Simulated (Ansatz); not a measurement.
CsBr (CsCl type, Pm-3m), the program Ansatz at the LDA level (PAW): ε∞ = 3.38, cell volume 70.94 Å³. Infrared-active transverse modes:

```
ω_TO (cm⁻¹)  oscillator strength S_xx (e²/amu)
-----------  ---------------------------------
81.6                                   0.03550
```

Q: Compute the static dielectric constant.

A: Each mode adds (4.921e7/V) S/ω²: 3.70. So ε0 = 7.08.

Q: What LO frequency does the Lyddane–Sachs–Teller relation give?

A: ω_LO = ω_TO √(ε0/ε∞) = 118 cm⁻¹.

Symmetry was held in the LDA relaxation; phonons on a q-mesh show no instability. Spin–orbit coupling is left out wherever it is not named.

Potentials: the later of the program's two PAW sets.
